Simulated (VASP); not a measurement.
SnSe2:

```
CELL_PARAMETERS angstrom
3.81100 0.00000 0.00000
-1.90550 3.30042 0.00000
0.00000 0.00000 6.13600
ATOMIC_POSITIONS crystal
Sn 0.00000 0.00000 0.00000
Se 0.33333 0.66667 0.24900
Se 0.66667 0.33333 0.75100
```

```yaml
Program: VASP 6.6.1
Task: relaxation of cell and atoms
Functional: LDA
Potentials_or_basis: VASP PAW LDA potentials, release 64 (Sn_d, Se)
Cutoff: 600 eV
k_mesh: 9 × 9 × 6
Occupations: gaussian, width 0.02 eV
Spin: no spin polarisation
```

At the start: pressure 1.0 GPa; volume 25.73 Å³/atom.

Task: Where does the relaxation end?

Result: Over 21 steps the energy falls by 12.5 meV/atom and the volume is 24.64 Å³/atom (-4.2 %); space group P-3m1 (No. 164, to 0.05 Å).

Step by step:
| step | energy change (eV) | largest force (eV/Å) | pressure (GPa) | volume (Å³) |
| --- | --- | --- | --- | --- |
| 1 | 0.0000 | 0.5065 | 0.99 | 77.18 |
| 2 | -0.0127 | 0.0140 | -1.48 | 78.96 |
| 3 | -0.0151 | 0.1299 | -0.81 | 78.45 |
| 4 | -0.0216 | 0.0894 | -0.36 | 77.45 |
| 5 | -0.0226 | 0.0636 | -0.07 | 76.85 |
| 6 | -0.0249 | 0.0798 | 0.05 | 76.48 |
| 7 | -0.0300 | 0.1287 | 0.42 | 75.37 |
| 8 | -0.0310 | 0.2231 | 1.38 | 73.14 |
| 9 | -0.0322 | 0.1904 | 1.00 | 74.01 |
| 10 | -0.0331 | 0.1757 | 0.91 | 73.99 |
| 11 | -0.0352 | 0.1326 | 0.67 | 73.94 |
| 12 | -0.0374 | 0.0492 | 0.21 | 73.82 |
| 13 | -0.0375 | 0.0243 | 0.08 | 73.78 |
| 14 | -0.0375 | 0.0214 | 0.06 | 73.77 |
| 15 | -0.0375 | 0.0179 | 0.04 | 73.80 |
| 16 | -0.0376 | 0.0080 | -0.02 | 73.87 |
| 17 | -0.0376 | 0.0115 | -0.07 | 74.01 |
| 18 | -0.0376 | 0.0008 | -0.03 | 73.92 |
| 19 | -0.0376 | 0.0001 | -0.03 | 73.93 |
| 20 | -0.0377 | 0.0060 | -0.07 | 73.97 |
| 21 | -0.0376 | 0.0005 | -0.02 | 73.93 |

Final structure:
```
Sn Se
1.0
     3.80447    0.00000    0.00000
    -1.90224    3.29477    0.00000
     0.00000    0.00000    5.89806
Sn Se
1 2
Direct
  0.00000 0.00000 0.00000
  0.33333 0.66667 0.26756
  0.66667 0.33333 0.73244
```
